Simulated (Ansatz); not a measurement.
HfO2 (fluorite), relaxed with r2SCAN in the plane-wave code Ansatz. It is cubic, Fm-3m (No. 225); conventional cell a = 5.058 Å, 10.79 Å³ an atom. Hf has 8 O at 2.19 Å; O has 4 Hf at 2.19 Å.

The axes x, y and z are those of this cell:
```xyz
3
Lattice="0.0000 2.5292 2.5292 2.5292 0.0000 2.5292 2.5292 2.5292 0.0000" Properties=species:S:1:pos:R:3 pbc="T T T"
Hf    0.0000    0.0000    0.0000
O     1.2646    1.2646    1.2646
O     3.7938    3.7938    3.7938
```

Unstrained: The PBE gap is direct at X: 3.803 eV. The r2SCAN gap is direct at X: 4.303 eV. The HSE06 gap is direct at X: 5.409 eV. Meshes: PBE 8×8×8, r2SCAN 8×8×8, HSE06 6×6×6. Strains are changes of length per length. After each strain the atoms were relaxed again with r2SCAN within the symmetry that the strain leaves, so tilts or polar shifts that break it weren't tested; points keep the names that they have in the unstrained zone. The values are computed, spin-unpolarised, and not measurements.

(1) Estimate what uniaxial -1.0 % along x, other directions held does to the gap.

(2) Estimate what isotropic -4.0 % on every length does to the gap.

(3) Estimate what uniaxial -3.0 % along [111], other directions held does to the gap.

(4) One strain changed the r2SCAN stress by xx +18.20, yy +18.20, zz -0.04 GPa (compression positive) and the gap by -0.233 eV (PBE), -0.202 eV (r2SCAN), -0.171 eV (HSE06). Which kind of strain was it, and roughly how large?

(5) One strain changed the r2SCAN stress by xx +12.03, yy +12.03, zz +12.03, xy -6.02, xz -6.02, yz -6.02 GPa (compression positive) and the gap by +0.131 eV (PBE), +0.148 eV (r2SCAN), +0.145 eV (HSE06). Which kind of strain was it, and roughly how large?

Results:

(1) PBE: the gap goes from 3.803 to 3.752 eV (-0.051 eV); the edges move from X to X → X [(1/2, 0, 1/2)]; the X points, equivalent before, split by 107 meV, and the valence top lies at those like (0, 1/2, 1/2); least and direct gap lie within 0.04 eV, so its kind isn't settled. r2SCAN: the gap goes from 4.303 to 4.252 eV (-0.051 eV). HSE06: the gap goes from 5.409 to 5.363 eV (-0.046 eV). The r2SCAN energy rises by 2.0 meV an atom.

(2) PBE: the gap goes from 3.803 to 4.086 eV (+0.283 eV). r2SCAN: the gap goes from 4.303 to 4.619 eV (+0.316 eV). HSE06: the gap goes from 5.409 to 5.748 eV (+0.339 eV). The r2SCAN energy rises by 149.6 meV an atom.

(3) PBE: the gap goes from 3.803 to 3.883 eV (+0.080 eV). r2SCAN: the gap goes from 4.303 to 4.390 eV (+0.087 eV). HSE06: the gap goes from 5.409 to 5.503 eV (+0.094 eV). The r2SCAN energy rises by 11.9 meV an atom.

(4) Epitaxial -2.5 % in the xy plane, free normal strain +0.98 %. The pattern of the stress gives the kind; the size needs the stiffness, so it is an estimate.

(5) Epitaxial -5.0 % in the plane normal to [111], free normal strain +7.05 %. The pattern of the stress gives the kind; the size needs the stiffness, so it is an estimate.

No spin-orbit coupling is included; it can move band edges with weight on the heavy atoms by tenths of an eV.

The meshes of the hybrids are coarse, so their gaps aren't converged to the digits shown.
